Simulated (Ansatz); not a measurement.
**Band structure of HgSe**

```
CELL_PARAMETERS angstrom
0.00000 3.13078 3.13078
3.13078 0.00000 3.13078
3.13078 3.13078 0.00000
ATOMIC_POSITIONS crystal
Hg 0.00000 0.00000 0.00000
Se 0.25000 0.25000 0.25000
```

Atom numbers follow the list: Hg1, Se2.

The structure comes from a relaxation in the same program, started in the zincblende type, and has space group F-43m. Whether it is a known phase or the ground state wasn't checked.

No spin–orbit coupling, which matters for the heavy atoms here.

The calculation used Ansatz 0.2.0, DFT, PBE, all-electron LAPW, scalar-relativistic.

Numerical set-up: a Γ-centred 11×11×11 k mesh, Fermi–Dirac smearing of 0.03 eV, basis error target 1 meV/atom, no spin polarisation.

Points in fractions of the reciprocal vectors of this cell: Γ (0, 0, 0), X (-0.5, -0.5, 0), U (-0.375, -0.375, 0.25), K (-0.375, 0, 0.375), L (0, 0, 0.5), W (-0.5, -0.25, 0.25). The path joins them by straight lines in the order Γ–X–U–K–Γ–L–W–X; legs that retrace an earlier one aren't tabulated. Energies are in eV from the Fermi level.

Task: Metal or insulator at this level of theory?

Result: No gap opens: metallic or semimetallic.

Task: Tabulate bands 30 to 37, counted from the lowest band of the run, along the path.

Result: 
```csv
k (1/Å),point,band 30,band 31,band 32,band 33,band 34,band 35,band 36,band 37
0.00,Γ,-6.12,-6.12,-1.08,-0.04,-0.04,-0.04,5.55,5.55
0.25,,-6.14,-6.11,-1.95,-0.38,-0.38,0.90,4.74,6.00
0.50,,-6.16,-6.08,-3.10,-1.10,-1.10,2.05,3.77,7.11
0.75,,-6.04,-6.04,-4.15,-1.74,-1.74,2.59,3.28,7.82
1.00,X,-6.03,-5.82,-4.71,-1.99,-1.99,2.65,3.16,8.21
1.09,,-6.04,-5.81,-4.72,-2.05,-1.96,2.69,3.25,8.16
1.18,,-6.05,-5.77,-4.75,-2.20,-1.89,2.75,3.55,8.04
1.27,,-6.06,-5.72,-4.79,-2.38,-1.78,2.79,3.99,7.94
1.36,U,-6.08,-5.70,-4.81,-2.50,-1.63,2.80,4.46,7.78
1.51,,-6.10,-5.70,-4.80,-2.48,-1.68,2.94,4.79,6.72
1.67,,-6.14,-5.71,-4.79,-2.41,-1.78,3.08,5.20,5.92
1.82,,-6.10,-5.70,-4.80,-2.48,-1.68,2.94,4.79,6.72
1.97,K,-6.08,-5.70,-4.81,-2.50,-1.63,2.80,4.46,7.78
2.24,,-6.12,-5.95,-4.44,-2.33,-1.06,2.51,5.39,6.25
2.50,,-6.14,-6.08,-3.42,-1.45,-0.51,1.76,5.15,6.04
2.77,,-6.13,-6.11,-2.09,-0.46,-0.15,0.78,5.03,5.75
3.04,Γ,-6.12,-6.12,-1.08,-0.04,-0.04,-0.04,5.55,5.55
3.25,,-6.12,-6.12,-1.87,-0.18,-0.18,0.51,5.20,5.74
3.47,,-6.12,-6.12,-3.10,-0.47,-0.47,0.98,5.30,6.09
3.69,,-6.10,-6.10,-4.28,-0.75,-0.75,1.07,6.17,6.24
3.91,L,-6.08,-5.86,-4.96,-0.86,-0.86,1.06,6.25,6.25
4.08,,-6.09,-5.84,-4.91,-1.36,-0.98,1.60,5.83,6.40
4.26,,-6.10,-5.79,-4.80,-2.07,-1.31,2.46,5.36,6.17
4.44,,-6.14,-5.71,-4.79,-2.41,-1.78,3.08,5.20,5.92
4.62,W,-6.16,-5.64,-4.84,-2.33,-2.13,3.31,5.15,5.97
4.74,,-6.10,-5.67,-4.82,-2.29,-2.11,3.20,4.54,6.71
4.87,,-6.06,-5.73,-4.78,-2.17,-2.06,2.97,3.82,7.80
4.99,,-6.04,-5.79,-4.73,-2.04,-2.01,2.74,3.33,8.11
5.12,X,-6.03,-5.82,-4.71,-1.99,-1.99,2.65,3.16,8.21
```
